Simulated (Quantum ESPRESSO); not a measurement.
**CaO, rock salt: the electronic dielectric constant against pressure**

How does ε∞, from linear response (ph.x, fixed occupations, ions clamped), follow the pressure?

Calculated with Quantum ESPRESSO 7.5, PBEsol, GBRV 1.5 ultrasoft potentials, cutoff 680 eV, Fermi–Dirac smearing 0.02 eV, k-mesh 10×10×10, no spin polarisation, no spin-orbit coupling.

Reference cell, relaxed at zero pressure with PBEsol (Fm-3m): a = 3.3704 Å, b = 3.3704 Å, c = 3.3704 Å, α = 60.00°, β = 60.00°, γ = 60.00°.

```
atom       x       y       z
  Ca  0.0000  0.0000  0.0000
   O  0.5000  0.5000  0.5000
```

```csv
pressure (GPa),V (Å³/atom),ε∞,gap (eV)
−4,14.053,3.832,3.566
0,13.537,3.848,3.550
10,12.582,3.896,3.497
15,12.213,3.922,3.466
20,11.894,3.949,3.435
30,11.360,4.004,3.371
```

**Question.** Give the ε∞ and the long-wavelength refractive index at x = 5, a row left out above (x is the first column).

Least squares with ε = e0 + e1 x + e2 x² gives e0 = 3.8490, e1 = 0.0045308 and e2 = 2.162e-05. At x = 5 this is 3.872, so n = √ε = 1.968. The run itself gives 3.871, so the estimate misses by 0.001, a rounding's worth.

Along the table the mean ε∞ rises wherever the smallest gap falls, which need not be its cause. Semilocal functionals tend to give ε∞ too large, the k-mesh wasn't converged for it (a zone-centred mesh of this size overestimates it where the gap is small), and polar lattice vibrations add to the static constant, which isn't calculated here.

[Logs are printed without paths, hosts, clocks, repeated set-up lines and the standing remarks that a program may print on its own settings, such as how far it seeks lower states.]
